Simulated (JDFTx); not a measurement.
**HfN under changes of volume**

One of the cells (11.482 Å³/atom); the others are scaled copies at fixed shape and fractional positions:

```xyz
2
Lattice="0.0000 2.2560 2.2560 2.2560 0.0000 2.2560 2.2560 2.2560 0.0000" Properties=species:S:1:pos:R:3 pbc="T T T"
Hf    0.0000    0.0000    0.0000
N     2.2560    2.2560    2.2560
```

| Item | Value |
| --- | --- |
| Program | JDFTx 1.7.0 (patched build) |
| Functional | r2SCAN |
| Potentials or basis | SG15-PBE-1.2 with smoothed tails |
| Cutoff | 1361 eV |
| Density cutoff | 10885 eV |
| k mesh | 8 × 8 × 8 |
| Occupations | fermi-dirac, width 0.05 eV |
| Spin | no spin polarisation |

```csv
volume (Å³/atom),energy over the lowest point (meV/atom),pressure (GPa)
10.793,?,?
11.023,2.38,4.8
11.252,0.00,-1.5
11.482,6.17,-7.1
11.712,20.00,-12.2
11.941,40.70,-16.7
12.171,67.53,-20.8
```

Problem. What does the run at 10.793 Å³/atom give?

Solution. Energy over the lowest point 14.28 meV/atom; pressure 11.8 GPa.

Worked out: A Birch-Murnaghan fit of order 3 (a polynomial in V^(-2/3)) to the other rows has its minimum at 11.20 Å³/atom with B0 = V·E''(V) = 299 GPa and B' = 4.5. It gives 14.39 meV/atom at 10.793 Å³/atom, against the run's 14.28, and -dE/dV = 12.0 GPa, against 11.8.

Energies are extrapolated to zero smearing.

Caveats: the potentials were made for another functional, which shifts forces and pressure.
